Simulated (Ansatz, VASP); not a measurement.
## Rh in VASP and in Ansatz

File INCAR:

```
SYSTEM = Rh
  PREC = Accurate
  ENCUT = 520
  EDIFF = 1E-6
  ISMEAR = 0
  SIGMA = 0.15
  LREAL = .FALSE.
  LASPH = .TRUE.
  NELM = 80
  ALGO = Fast
  ISIF = 2
  LWAVE = .FALSE.
  LCHARG = .FALSE.
  GGA = PE
  NBANDS = 14
```

KPOINTS

```
Automatic mesh
0
G
  22 22 22
  0 0 0
```

POSCAR

```
Rh
1.0
    0.0000000000      2.1184710060      1.8153178050
    2.1184710060      0.0000000000      1.8153178050
    2.1184710060      2.1184710060      0.0000000000
Rh
1
Direct
    0.0000000000      0.0000000000      0.0000000000
```

Input for Ansatz:

```yaml
crystal:
  lattice:
    - [0.0, 2.118471006, 1.815317805]
    - [2.118471006, 0.0, 1.815317805]
    - [2.118471006, 2.118471006, 0.0]
  atoms:
    - { symbol: Rh, position: [0.0, 0.0, 0.0] }
basis:
  ecutwfc: 420
kpoints:
  mp_grid: { grid: [22, 22, 22] }
hamiltonian:
  xc: pbe
  pseudopotentials: { kind: paw, azcp: { folder: soft_1 } }
scf:
  occupations: { method: gaussian, width: 0.15 }
output:
  forces: true
  stress: true
  eigenvalues: true
```

Alike in both runs: task single point; functional PBE; k mesh 22 × 22 × 22; occupations gaussian, width 0.15 eV; no spin polarisation.

|  | VASP | Ansatz |
| --- | --- | --- |
| version | VASP 6.6.1 | Ansatz 0.2.0 |
| potentials or method | VASP PAW PBE potentials, release 64 (Rh_pv) | scalar-relativistic, plane waves, PAW |
| plane-wave cutoff (eV) | 520 | 420 |
| valence electrons in the cell | 15 | 17 |

Ansatz gave:

```
gap on the k mesh at the Fermi level (eV)       : none
pressure (GPa)                                  : -23.6
largest component of the traceless stress (GPa) : 11.16
```

Task: Estimate VASP's values.

Result: gap on the k mesh at the Fermi level (eV): none; pressure (GPa): -23.7; largest component of the traceless stress (GPa): 11.14.

A gap of «none» marks a metal or a gap that the smearing closes. The two sets of potentials don't hold the same shells in valence.

Caveats: so large a pressure means that the cell lies far from this level's equilibrium, or that cutoff or potentials fall short (VASP).
